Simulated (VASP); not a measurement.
Input of a VASP 6.6.1 run:

The input INCAR:

```
ALGO = Normal
EDIFF = 1E-7
ENCUT = 520
GGA = PS
ISIF = 2
ISMEAR = 1
ISPIN = 2
LASPH = True
LCHARG = False
LMAXMIX = 4
LORBIT = 11
LREAL = False
LWAVE = False
MAGMOM = 0 0 0 0
NBANDS = 30
NELM = 150
PREC = Accurate
SIGMA = 0.05
```

The input KPOINTS:

```
k-points
0
Gamma
  6 6 6
```

Contents of POSCAR:

```
Sc3Al
1.0
    4.4319880000      0.0000000000      0.0000000000
    0.0000000000      4.4319880000      0.0000000000
    0.0000000000      0.0000000000      4.4319880000
Sc Al
3 1
Direct
    0.5000000000      0.0000000000      0.5000000000
    0.0000000000      0.5000000000      0.5000000000
    0.5000000000      0.5000000000      0.0000000000
    0.0000000000      0.0000000000      0.0000000000
```

Potentials or basis: VASP PAW PBE potentials, release 64 (Sc_sv, Al).

Launch:

```bash
$ cat potpaw_PBE.64/Sc_sv/POTCAR potpaw_PBE.64/Al/POTCAR > POTCAR
$ mpirun -np 1 vasp_std > vasp.out
```

(1) What does it give for the band gap on the k mesh?

(2) Estimate the net moment.

(3) Predict the pressure.

## Answers

(1) none (metal or under the smearing width).

(2) 0.00 μB per cell.

(3) -2.5 GPa.

Caveat: the PAW data sets were made with another functional, which shifts forces and pressure a little.
